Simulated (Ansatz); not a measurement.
We consider spinel MgAl₂O₄, described by HSE06 (plane waves, PAW; Ansatz, a first-principles code).

Numerical settings: plane-wave cutoff 500 eV, 6×6×6 k mesh, gaussian smearing 0.02 eV, scalar-relativistic PAW data made under PBE.

Cell (relaxed with r²SCAN):

```xyz
14
Lattice="0.0000 4.0418 4.0418 4.0418 0.0000 4.0418 4.0418 4.0418 0.0000" Properties=species:S:1:pos:R:3 pbc="T T T"
Mg     0.0000     0.0000     0.0000
Mg     2.0209     2.0209     2.0209
Al     3.0314     5.0523     3.0314
Al     5.0523     3.0314     3.0314
Al     3.0314     3.0314     5.0523
Al     5.0523     5.0523     5.0523
O      4.9425     3.1412     4.9425
O      6.9635     5.1621     5.1621
O      4.9425     4.9425     3.1412
O      5.1621     6.9635     5.1621
O      3.1412     3.1412     3.1412
O      6.9635     6.9635     6.9635
O      3.1412     4.9425     4.9425
O      5.1621     5.1621     6.9635
```

Predict the band gap.


- band gap: 7.19 eV (on the SCF k mesh)

Measured, for comparison: band gap 7.8 eV (temperature not stated, no zero-point or thermal correction; as tabulated in Neo et al. (2023), doi:10.1002/gch2.202200236). Computed (rounded) less measured: band gap -0.61 eV.

Note: cell and atoms aren't relaxed at this level (pressure -0.6 GPa).
